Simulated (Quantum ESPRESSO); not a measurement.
Runs of Quantum ESPRESSO 7.5 on Fe. Symmetry: Fmmm, No. 69, orthorhombic system. Conventional cell: a = 2.997 Å, b = 3.883 Å, c = 3.930 Å, α = 90.00°, β = 90.00°, γ = 90.00°. Fe (site symmetry mmm) is surrounded by 12 Fe at 2.45 to 2.76 Å. 

```csv
level,U,gap on the mesh (eV),pressure (GPa),moment (μB)
PBEsol+U,Fe d U = 8 eV,none,45.8,3.01
PBEsol+U,Fe d U = 4 eV,none,17.7,2.87
PBEsol+U,Fe d U = 6 eV,none,28.2,2.99
PBEsol+U,Fe d U = 2 eV,none,5.6,2.68
PBEsol+U,Fe d U = 1 eV,none,(a),(c)
PBEsol+U,Fe d U = 5 eV,none,(d),2.97
PBEsol,-,none,-8.6,(b)
PBEsol+U,Fe d U = 3 eV,none,9.7,2.73
```

Alike in all rows: task single point; potentials or basis GBRV 1.5 PBEsol; spin collinear, ferromagnetic start; cell as given; k mesh 13 × 13 × 13; cutoff (eV) 762; smearing fermi-dirac 0.05 eV.

Problem. Estimate the missing entries.

Solution. (a) 1.8; (b) 2.27; (c) 2.62; (d) 23.8.

Caveats: the U is typed as a test and isn't derived for this compound (some runs); a pressure of tens of GPa on the cell as given is suspect, and the run, the potentials or the cell itself is likely at fault (some runs).

A k mesh can miss the band edges.

A gap of «none» marks a metal or a gap under the smearing width.

Not every run made on this cell is shown here.
